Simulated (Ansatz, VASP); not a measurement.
# Au: VASP beside Ansatz

```
CELL_PARAMETERS angstrom
0.00000 2.03500 2.03500
2.03500 0.00000 2.03500
2.03500 2.03500 0.00000
ATOMIC_POSITIONS crystal
Au 0.00000 0.00000 0.00000
```

Alike in both runs: task relaxation of cell and atoms; functional revPBE; k mesh 11 × 11 × 11; occupations fermi-dirac, width 0.05 eV; no spin polarisation.

```csv
,VASP,Ansatz
version,VASP 6.6.1,Ansatz 0.2.0
potentials or method,"VASP PAW PBE potentials, release 64 (Au), cutoff 600 eV","all-electron LAPW, scalar-relativistic"
```

```tsv
	VASP	Ansatz	Ansatz less VASP
relaxed volume (Å³/atom)	18.31	18.33	+0.014
relaxed cell length with the largest relative difference (Å)	2.959	2.959	+0.0008
energy change over the relaxation (meV/atom)	-55	-57	-1.7
```

Ansatz ran all-electron here, so the differences hold the error of VASP's frozen core and of both bases.

Caveats: the PAW data sets were made with another functional, which shifts forces and pressure a little (VASP). revPBE gives volumes clearly too large for solids. The runs have no spin-orbit coupling, so splittings on Au are missing.
